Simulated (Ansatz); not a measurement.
Runs of Ansatz 0.2.0 on MoS2. The cell holds a slab with vacuum, 3 atoms: a = 3.184 Å, b = 3.184 Å, c = 17.335 Å, α = 90.00°, β = 90.00°, γ = 120.00°. 

```tsv
level	gap on the mesh (eV)	relaxed volume (Å³/atom)
PBEsol	2.01	49.39
PBEsol+D4	2.12	(b)
PBEsol+D3(BJ)-ATM	(c)	48.64
PBEsol+D3(BJ)	(a)	48.57
```

Alike in all rows: task relaxation of cell and atoms; potentials or basis Ansatz PAW; no spin polarisation; cell relaxed; k mesh 10 × 10 × 2; cutoff (eV) 420; smearing fermi-dirac 0.05 eV.

Fill in the values left out.

(a) 2.13; (b) 48.86; (c) 2.14.

Caveats: the plane-wave basis is chosen anew once the cell has moved, so the energies of steps on either side of that aren't comparable; the PAW data sets come from PBE, with cores solved anew for the run's functional, which leaves a small shift of forces and pressure.

A k mesh can miss the band edges, and the runs leave out spin-orbit coupling on Mo.
